A crystal's computed lattice constant is the length of the cubic cell at which its energy is lowest. The table sets this length beside measured values for five transition metals and for boron nitride, BN. Mo and Rh belong to the second row of transition metals, whose outer d electrons are 4d; W, Ir and Pt belong to the third, with 5d electrons. The problem is to find out why platinum comes out so much too long.

ABINIT 10.8.3, Kohn–Sham DFT with BLYP and D4 dispersion for periodic crystals, without spin polarization or spin–orbit coupling, with Fermi–Dirac smearing of 0.05 eV. The computed lattice constant is the edge of the cubic cell at the volume of lowest energy, taken from an equation-of-state fit to seven volumes per crystal.

```csv
formula,space group,volume of the given cell (Å³/atom),potentials or basis,wave cutoff (eV),k-mesh,computed lattice constant (Å),measured lattice constant (Å),range of the values found (Å),"computed over measured, less one (%)"
Mo,Im-3m,15.89,JTH PAW PBE v2.0,408.2,12x12x12,3.155,3.147,one value,0.25
W,Im-3m,15.85,JTH PAW PBE v2.0,408.2,12x12x12,3.173,3.16047,3.16047 to 3.16162,0.41
BN,F-43m,5.96,JTH PAW PBE v2.0,707.5,13x13x13,3.609,3.616,3.6152 to 3.616,-0.20
Rh,Fm-3m,13.67,JTH PAW PBE v2.0,544.2,12x12x12,3.809,3.803,one value,0.16
Ir,Fm-3m,14.06,JTH PAW PBE v2.0,462.6,12x12x12,3.862,3.837,3.837 to 3.838,0.65
Pt,Fm-3m,15.08,JTH PAW PBE v2.0,544.2,12x12x12,3.974,3.9227,3.9227 to 3.9237,1.30
```

**(a) Platinum has the lowest computed bulk modulus of the six crystals. Does it miss by most because it is the softest?**

*Solution.* The idea is attractive. Suppose that the calculation adds the same false outward push to every metal. A stiff crystal would hardly yield to it, while a soft one would swell until its own resistance balanced the push. The approximation would then be equally wrong everywhere, and only the response would differ.

A push $p$ acts like a pressure from inside. The bulk modulus $B$ measures the resistance to a change of volume $V$, so a small push gives $\Delta V/V = p/B$. The volume of a cubic cell is the cube of its edge $a$, and the edge therefore grows by a third of that fraction:

$$\frac{\Delta a}{a} = \frac{p}{3B}.$$

Molybdenum supplies a trial value of the push. Its lattice constant is 0.25 % above the measured one and its computed bulk modulus is 263 GPa, so $p = 3 \times 263 \times 0.0025 \approx 2.0$ GPa. In platinum, with 249 GPa, the same push gives $2.0/(3 \times 249) \approx 0.0027$, or 0.27 %. The actual error is 1.30 %, so softness turns molybdenum's error into only about a fifth of platinum's.

Iridium contradicts the idea more directly. It is stiffer than rhodium, its neighbour one row up with the same crystal structure, and should yield less to a common push. Its error is instead four times as large. The push itself must differ from metal to metal.

A single push fitted to all five metals, platinum included, confirms this. It describes the errors hardly better than the bare statement that every metal is too long by the same percentage, and both descriptions fall far short for platinum. The output after the text gives both fits.

Platinum's softness is also partly a result of the error that it was meant to explain. A stretched crystal is easier to compress, and the computed bulk modulus belongs to the stretched crystal. When the computed platinum is squeezed to its measured size, its bulk modulus rises to about 304 GPa. Molybdenum and rhodium, treated in the same way, reach only 272 and 282 GPa.

**(b) The calculation holds the nuclei still, whereas atoms in a real sample vibrate. Can this difference account for the errors?**

*Solution.* Two neighbouring atoms resist being pushed together more strongly than being pulled apart. A vibrating pair therefore spends more of its time on the long side, and the crystal expands. Heat increases the motion, and some of it, the zero-point motion, remains even at absolute zero. A calculation with resting nuclei should thus give a lattice constant slightly below the measured one.

The five metals err in the opposite direction: all of them are too long. Taking the vibrations out of the measured values would shorten these and make the errors larger. For the metals, the difference between resting and vibrating atoms hides part of the fault.

Boron nitride is the only crystal that comes out too short, by 0.20 %. Its atoms are light, so its zero-point motion is strong and lengthens the cell by roughly 0.4 % (a rough, recalled size). Compared with a motionless crystal, the computed cell would then be about 0.2 % too long. The negative sign in the table is therefore no evidence that the functional binds BN too strongly.

**(c) What kind of fault fits the pattern among the metals, and how far do the numbers support it?**

*Solution.* The size of a metal crystal is set by a balance. Electrons shared between the atoms pull them together, while the overlap of filled shells and the cost of confining electrons in less space push them apart. At the lattice constant the two tendencies cancel. A functional that makes the pull a little too weak moves this balance outward.

Theory gives a reason why BLYP should do so. Its exchange part lowers the energy where the electron density changes rapidly compared with its own size. Stretching a crystal thins out the density between the atoms and makes it less even, so this term favours the stretched state. Its correlation part describes a nearly uniform electron gas poorly, and the outer electrons of a metal partly resemble such a gas. BLYP is well known to bind metals too weakly for these reasons.

Only a slight fault in the energy is needed. At a volume very close to the measured one, the computed energy of platinum lies just 20 meV per atom above its minimum, whereas the binding of the metal amounts to several eV per atom. Near the minimum the energy curve is so flat that a small tilt shifts the lowest point noticeably. For someone who needs a density, the shift matters: 1.30 % in length is about 4 % in volume.

The table also shows where the error that remains with D4 included is large. Going from molybdenum to rhodium adds d electrons within the second row, and the error does not grow. Going from molybdenum to tungsten changes the row, and the error rises from 0.25 % to 0.41 %. Even this rise is doubtful, because the listed measured value for tungsten seems about 0.1 % short (rough, recalled). The large errors appear only where both conditions meet, in the third-row metals with many d electrons, iridium and platinum.

A plausible reason, though a guess here, lies in the shape and filling of the 5d shell. The 5d orbitals reach further out than the 4d orbitals and overlap more with those of neighbouring atoms. Late in the row, most of the bonding d states are already full and further electrons enter states that weaken the bond. The crystal size then depends more on the overlap of nearly filled shells, where the density is thin and uneven and the functional's preference for stretching can act strongly.

The small errors of molybdenum and rhodium need not mean that BLYP describes their bonding well. The added D4 dispersion term pulls atoms together and so works against the outward push. In these two metals the two effects may nearly cancel. How large each of them is remains untested, since every row includes the term. Iridium and platinum may therefore stand out because BLYP pushes harder there, because D4 makes up for less of the push, or for both reasons.

Stiffness keeps a smaller part in the story. To reach their measured sizes, the computed crystals of iridium and platinum would have to be squeezed by about 7 and 11 GPa. The push in platinum is thus about one and a half times that in iridium, while the error in length is twice as large. Iridium's greater stiffness hides more of its fault. To judge a neighbouring metal, a reader should therefore ask first how strong the false push is likely to be, and only then how firmly the crystal resists it.

The functional need not carry the whole blame for platinum. Its potential treats only the ten outermost electrons explicitly, whereas those of the other four metals also include the filled p subshell that lies deeper in energy. This difference may add to the step from iridium to platinum. Between rhodium and iridium only a smaller difference remains: both potentials include that p subshell, but rhodium's also includes the two s electrons beneath it. All the potentials were also made for another functional, PBE, and the effect of that mismatch is untested in every row. Spin–orbit coupling is left out too, but it is known to change platinum's lattice constant only slightly.

The numbers thus rule out a common push acting on crystals of different softness, and vibrations are expected to act in the wrong direction to explain the metals' errors. What remains is a net outward push that is strongest in the late third-row metals. That this push comes mainly from BLYP rests on theory and on its known behaviour in metals. Runs without D4 would show whether the push of BLYP itself follows the same pattern, and a platinum run with a potential that includes the 5p electrons would show how much of the last step comes from freezing them.

The analysis program printed:

```
Stiffness and the pressure needed to reach the measured size:
  row  error in %  bulk modulus at computed size in GPa  pressure needed in GPa  bulk modulus at measured size in GPa
   Mo        0.25                                 262.6                   2.036                                 272.1
    W        0.41                                 301.2                   3.667                                 316.7
   BN        -0.2                                 381.1                   -2.19                                 372.5
   Rh        0.16                                 276.3                    1.32                                 281.9
   Ir        0.65                                 350.8                   7.181                                   387
   Pt         1.3                                 249.2                   10.74                                 303.7
fit of err on 5 rows (metal): coefficient of give 4.755 +/- 1.7; rms 0.397, worst Pt -0.664, leave-one-out rms 0.52
  rows outside the fit (model, value, miss): BN 0.4159, -0.2, 0.616
fit of err on 5 rows (metal): constant 0.554 +/- 0.2; rms 0.408, worst Pt -0.746, leave-one-out rms 0.511
  rows outside the fit (model, value, miss): BN 0.554, -0.2, 0.754
Error of Pt if it had only the spurious pressure of Mo, in %: 0.2723
Error of Pt if it had only the spurious pressure of Rh, in %: 0.1765
Largest over smallest computed bulk modulus among the metals: 1.407
Largest over smallest error among the metals: 8.125
Error of Ir less error of Rh, in percentage points: 0.49
Error of Ir over error of Rh: 4.062
Error of W less error of Mo, in percentage points: 0.16
Error of Rh less error of Mo, in percentage points: -0.09
Error of Ir less error of W, in percentage points: 0.24
Error of Pt less error of Ir, in percentage points: 0.65
Error of W against a reference longer by 0.14 % (rough), in %: 0.27
Error of BN against a motionless lattice (rough), in %: 0.2
Measured volume of Pt in cubic angstrom per atom: 15.09
Energy of Pt at 15.08 above that at 15.68 cubic angstrom per atom, in meV per atom: 20.3
```
